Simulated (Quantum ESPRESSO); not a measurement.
# TiO under changes of volume

One of the cells (12.880 Å³/atom); the others are scaled copies at fixed shape and fractional positions:

```
Ti O
1.0
     3.03100    0.00000    0.00000
    -1.51550    2.62492    0.00000
     0.00000    0.00000    3.23770
Ti O
1 1
Direct
  0.66667 0.33333 0.00000
  0.00000 0.00000 0.50000
```

| Item | Value |
| --- | --- |
| Program | Quantum ESPRESSO 7.5 |
| Functional | r2SCAN |
| Potentials or basis | SG15 PBE 1.2 |
| Cutoff | 1197 eV |
| Density cutoff | 4789 eV |
| k mesh | 8 × 8 × 6 |
| Occupations | fermi-dirac, width 0.05 eV |
| Spin | no spin polarisation |

| volume (Å³/atom) | energy over the lowest point (meV/atom) | pressure (GPa) | gap on the mesh (eV) |
| --- | --- | --- | --- |
| 12.107 | 0.00 | -36.2 | 0.17 |
| 12.365 | 59.38 | -37.6 | 0.18 |
| 12.622 | 120.89 | -38.9 | 0.19 |
| 12.880 | 184.19 | -39.9 | 0.20 |
| 13.137 | 248.99 | -40.7 | 0.20 |
| 13.395 | 315.02 | -41.4 | 0.21 |
| 13.653 | ? | ? | ? |

Problem. What does the run at 13.653 Å³/atom give?

Solution. Energy over the lowest point 382.05 meV/atom; pressure -42.0 GPa; gap on the mesh 0.22 eV.

Worked out: A Birch-Murnaghan fit of order 3 (a polynomial in V^(-2/3)) to the other rows has no minimum within the range. It gives 382.01 meV/atom at 13.653 Å³/atom, against the run's 382.05, and -dE/dV = -41.8 GPa, against -42.0. A straight line through the other rows of the gap, of slope 0.382 eV per unit of ln V (its deformation potential), extrapolates to 0.22 eV, against the run's 0.22.

Energies are extrapolated to zero smearing.

Caveats: the potentials were made for another functional, which shifts forces and pressure; the cell as given lies far from equilibrium.

A mesh can miss the band edges.
